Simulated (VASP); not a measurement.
# BeTe in VASP: one cell, several levels of theory, part 2 of 2

VASP 6.6.1, plane waves, PAW. The steps go on from the part before.

### Step 3. Single point with r2SCAN

INCAR reads:

```
ENCUT = 520.000000
SIGMA = 0.010000
EDIFF = 1.00e-07
ALGO = Normal
METAGGA = R2SCAN
PREC = Accurate
IBRION = -1
ISIF = 2
ISMEAR = 0
NBANDS = 11
NELM = 120
NSW = 0
LASPH = .TRUE.
LCHARG = .FALSE.
LWAVE = .FALSE.
LREAL = .FALSE.
```

KPOINTS reads:

```
KPOINTS created by Atomic Simulation Environment
0
Gamma
8 8 8
0 0 0
```

KPOINTS_OPT reads:

```
special points
7
Reciprocal
0.0000000000 0.0000000000 0.0000000000 1
-0.5000000000 -0.5000000000 0.0000000000 1
-0.3750000000 -0.3750000000 0.2500000000 1
-0.3750000000 0.0000000000 0.3750000000 1
0.0000000000 0.0000000000 0.5000000000 1
-0.5000000000 -0.2500000000 0.2500000000 1
0.0000000000 0.5000000000 0.5000000000 1
```

POSCAR reads:

```
Be Te
 1.0000000000000000
     0.0000000000000000    2.8286236223999999    2.8286236223999999
     2.7154786775000002    0.0000000000000000    2.8286236223999999
     2.7154786775000002    2.8286236223999999    0.0000000000000000
 Be  Te
   1   1
Cartesian
  0.0000000000000000  0.0000000000000000  0.0000000000000000
  1.3577393387499999  1.4143118111999997  1.4143118111999997
```

The run is started by

```bash
> mpirun -np 1 vasp_std
```

Standard output, without the iteration lines:

```text
POSCAR found type information on POSCAR BeTe
 POSCAR found :  2 types and       2 ions
 -----------------------------------------------------------------------------
|                                                                             |
|                                                                             |
|     You enforced a specific xc type in the INCAR file but a different       |
|     I HOPE YOU KNOW WHAT YOU ARE DOING!                                     |
|                                                                             |
 -----------------------------------------------------------------------------

 LDA part: xc-table for (None), standard interpolation
 POSCAR, INCAR and KPOINTS ok, starting setup
 FFT: planning ... GRIDC
 FFT: planning ... GRID_SOFT
 FFT: planning ... GRID
 WAVECAR not read
 entering main loop
 Start KPOINTS_OPT (optional k-point list driver)
k-point batch [1-7\7]
```

OSZICAR:

```text
N       E                     dE             d eps       ncg     rms          rms(c)
DAV:   1    -0.437782034881E+01   -0.43778E+01   -0.34128E+03  1298   0.601E+02
DAV:   2    -0.306598465624E+02   -0.26282E+02   -0.25259E+02  1664   0.969E+01
DAV:   3    -0.317601342683E+02   -0.11003E+01   -0.10982E+01  1720   0.206E+01
DAV:   4    -0.317695991842E+02   -0.94649E-02   -0.94639E-02  1560   0.220E+00
DAV:   5    -0.317697568215E+02   -0.15764E-03   -0.15764E-03  1633   0.282E-01    0.486E+00
DAV:   6    -0.306627243730E+02    0.11070E+01   -0.18695E-01  1379   0.272E+00    0.345E+00
DAV:   7    -0.306594893274E+02    0.32350E-02   -0.14731E-01  1545   0.206E+00    0.435E-01
DAV:   8    -0.306584396245E+02    0.10497E-02   -0.69932E-03  1526   0.478E-01    0.379E-01
DAV:   9    -0.306589295662E+02   -0.48994E-03   -0.75914E-04  1581   0.193E-01    0.188E-01
DAV:  10    -0.306590051925E+02   -0.75626E-04   -0.89322E-05  1587   0.594E-02    0.628E-02
DAV:  11    -0.306590170753E+02   -0.11883E-04   -0.29334E-05  1519   0.418E-02    0.286E-02
DAV:  12    -0.306590181904E+02   -0.11151E-05   -0.92186E-07  1499   0.645E-03    0.989E-03
DAV:  13    -0.306590187048E+02   -0.51444E-06   -0.40753E-07  1569   0.269E-03    0.535E-04
DAV:  14    -0.306590186592E+02    0.45617E-07   -0.14465E-08   781   0.794E-04
   1 F= -.30659019E+02 E0= -.30659019E+02  d E =-.393984E-72
       N       E                     dE             ncg
DAV:   1     0.107901953241E+04   -0.13428E+04      154
DAV:   2     0.881751826188E+03   -0.19727E+03      205
DAV:   3     0.874978890747E+03   -0.67729E+01      209
DAV:   4     0.874916693347E+03   -0.62197E-01      200
DAV:   5     0.874915411172E+03   -0.12822E-02      212
DAV:   6     0.874915372077E+03   -0.39096E-04      197
DAV:   7     0.874915370641E+03   -0.14361E-05      228
DAV:   8     0.874915370614E+03   -0.26877E-07      189
```

From OUTCAR:

```text
k-points           NKPTS =     59   k-points in BZ     NKDIM =     59   number of bands    NBANDS=     11

   NELECT =       8.0000    total number of electrons

   dimension x,y,z NGX =    30 NGY =   30 NGZ =   30
   dimension x,y,z NGXF=    60 NGYF=   60 NGZF=   60

  energy-cutoff  :      520.00
  volume of cell :       43.45
      direct lattice vectors                 reciprocal lattice vectors
     0.000000000  2.828623622  2.828623622    -0.184129599  0.176764415  0.176764415
     2.715478678  0.000000000  2.828623622     0.184129599 -0.176764415  0.176764415
     2.715478678  2.828623622  0.000000000     0.184129599  0.176764415 -0.176764415

 k-points in reciprocal lattice and weights: KPOINTS created by Atomic Simulation Env
   0.00000000  0.00000000  0.00000000       0.002
   0.12500000 -0.00000000 -0.00000000       0.016
   0.25000000 -0.00000000 -0.00000000       0.016
   0.37500000 -0.00000000 -0.00000000       0.016
   0.50000000 -0.00000000 -0.00000000       0.008
   0.12500000  0.12500000  0.00000000       0.008
   0.25000000  0.12500000 -0.00000000       0.031
   0.37500000  0.12500000 -0.00000000       0.031
[... 51 more k-points ...]

 E-fermi :   5.5241

 k-point     1 :       0.0000    0.0000    0.0000
  band No.  band energies     occupation
      1      -7.7261      2.00000
      2       5.1809      2.00000
      3       5.1809      2.00000
      4       5.3995      2.00000
      5       9.1996      0.00000
      6       9.2769      0.00000
      7       9.2769      0.00000
      8       9.9728      0.00000
      9      14.3524      0.00000
     10      15.6388      0.00000
     11      16.4042      0.00000

 k-point     2 :       0.1250   -0.0000   -0.0000
  band No.  band energies     occupation
      1      -7.5623      2.00000
      2       3.8850      2.00000
      3       4.9068      2.00000
      4       5.1013      2.00000
      5       9.2870      0.00000
      6       9.6294      0.00000
      7       9.6407      0.00000
      8      11.1603      0.00000
      9      14.7981      0.00000
     10      14.8449      0.00000
     11      15.3587      0.00000

 k-point     3 :       0.2500   -0.0000   -0.0000
  band No.  band energies     occupation
      1      -7.1077      2.00000
      2       1.7398      2.00000
      3       4.3934      2.00000
      4       4.6669      2.00000
      5       9.0806      0.00000
      6      10.1348      0.00000
      7      10.2488      0.00000
      8      13.1338      0.00000
      9      14.7706      0.00000
     10      14.7914      0.00000
     11      15.3159      0.00000

 k-point     4 :       0.3750   -0.0000   -0.0000
  band No.  band energies     occupation
      1      -6.5209      2.00000
      2       0.0120      2.00000
      3       3.9960      2.00000
      4       4.3352      2.00000
      5       8.8882      0.00000
      6      10.1741      0.00000
      7      10.4737      0.00000
      8      13.8241      0.00000
      9      15.7010      0.00000
     10      16.1327      0.00000
     11      16.2583      0.00000

 k-point     5 :       0.5000   -0.0000   -0.0000
  band No.  band energies     occupation
      1      -6.2087      2.00000
      2      -0.6935      2.00000
      3       3.8527      2.00000
      4       4.2164      2.00000
      5       8.8168      0.00000
      6      10.1095      0.00000
      7      10.4681      0.00000
      8      13.7433      0.00000
      9      16.9777      0.00000
     10      17.6749      0.00000
     11      17.8504      0.00000

 k-point     6 :       0.1250    0.1250    0.0000
  band No.  band energies     occupation
      1      -7.5136      2.00000
      2       4.0782      2.00000
      3       4.5208      2.00000
      4       4.6774      2.00000
      5       8.9050      0.00000
      6      10.1091      0.00000
      7      10.4302      0.00000
      8      10.8990      0.00000
      9      13.7645      0.00000
     10      15.1563      0.00000
     11      16.4068      0.00000

 k-point     7 :       0.2500    0.1250   -0.0000
  band No.  band energies     occupation
      1      -7.1592      2.00000
      2       2.3900      2.00000
      3       4.0524      2.00000
      4       4.2264      2.00000
      5       9.0686      0.00000
      6      10.3252      0.00000
      7      11.1145      0.00000
      8      11.6136      0.00000
      9      14.3410      0.00000
     10      15.8225      0.00000
     11      16.2082      0.00000

 k-point     8 :       0.3750    0.1250   -0.0000
  band No.  band energies     occupation
      1      -6.6043      2.00000
      2       0.6046      2.00000
      3       3.5672      2.00000
      4       3.8407      2.00000
      5       9.2869      0.00000
      6      10.3039      0.00000
      7      11.3504      0.00000
      8      12.4076      0.00000
      9      15.7582      0.00000
     10      16.2379      0.00000
     11      16.9365      0.00000

 k-point     9 :       0.5000    0.1250   -0.0000
  band No.  band energies     occupation
      1      -6.1535      2.00000
      2      -0.4555      2.00000
      3       3.1339      2.00000
      4       3.8200      2.00000
      5       9.3393      0.00000
      6      10.2425      0.00000
      7      11.1054      0.00000
      8      13.8802      0.00000
      9      15.7376      0.00000
     10      17.3185      0.00000
     11      17.8784      0.00000

 k-point    10 :      -0.3750    0.1250    0.0000
  band No.  band energies     occupation
      1      -6.2495      2.00000
      2      -0.2406      2.00000
      3       2.9723      2.00000
      4       4.0985      2.00000
      5       9.4838      0.00000
      6      10.3763      0.00000
      7      10.8099      0.00000
      8      13.9667      0.00000
      9      15.4733      0.00000
     10      16.0082      0.00000
     11      17.8389      0.00000

 k-point    11 :      -0.2500    0.1250    0.0000
  band No.  band energies     occupation
      1      -6.7805      2.00000
      2       1.1089      2.00000
      3       3.1638      2.00000
      4       4.5773      2.00000
      5       9.6735      0.00000
      6      10.3696      0.00000
      7      10.6278      0.00000
      8      12.7567      0.00000
      9      14.1903      0.00000
     10      15.8812      0.00000
     11      17.2777      0.00000

[... the tables of k-points 12 to 59 left out ...]

  Total        1.2071703      0.5471379      0.5471379      0.0000000      0.0000000     -0.0000000
  in kB       44.5094675     20.1734726     20.1734726      0.0000000      0.0000000     -0.0000000
  external PRESSURE =      28.2854709 kB  Pullay stress =       0.0000000 kB

 POSITION                                       TOTAL-FORCE (eV/Angst)
 -----------------------------------------------------------------------------------
      0.00000      0.00000      0.00000         0.000000      0.000000      0.000000
      1.35774      1.41431      1.41431        -0.000000     -0.000000     -0.000000
 -----------------------------------------------------------------------------------
    total drift:                                0.000000      0.000000     -0.000000

  FREE ENERGIE OF THE ION-ELECTRON SYSTEM (eV)
  ---------------------------------------------------
  free  energy   TOTEN  =       -30.6590186592 eV

  energy  without entropy=      -30.6590186592  energy(sigma->0) =      -30.65901866
```

Hardware: 1 MPI rank of Intel Xeon Platinum 8488C, shared host.

The levels at the points of KPOINTS_OPT are read from vasprun.xml.

Near the gap, in eV above the top of the last filled band v; c is the band after it:

```
point    v−1      v     c   c+1
    Γ  -0.22   0.00  3.80  3.88
    X  -2.93  -2.85  2.23  2.93
    U  -4.31  -2.45  3.01  5.80
    K  -4.31  -2.45  3.01  5.80
    L  -1.55  -1.18  3.42  4.71
    W  -4.10  -3.61  5.88  6.21
```

The r2SCAN gap is 1.93 eV and indirect (Γ to (0.00, 0.50, 0.50)), with 3.80 eV as the least direct one. Pressure: 2.83 GPa; the forces vanish within 0.01 eV/Å.

### Step 4. Summary

This closing draws on all 2 parts.

```
 level  gap (eV)  pressure (GPa)  Ansatz: gap (eV)  Ansatz: pressure (GPa)
   PBE      1.58            2.89              1.60                    2.72
r2SCAN      1.93            2.83              1.94                    2.61
```

In words: The gap runs from 1.58 eV (PBE) to 1.93 eV (r2SCAN). Spin-orbit coupling is left out, though the cell holds Te (Z = 52); in an element this heavy it can shift bands and gaps by tenths of an eV. The two programs agree on the gap within 0.02 eV, far less than the spread between functionals. Datasets and cutoffs are each program's own. VASP's cell holds 8 valence electrons and Ansatz's 18.
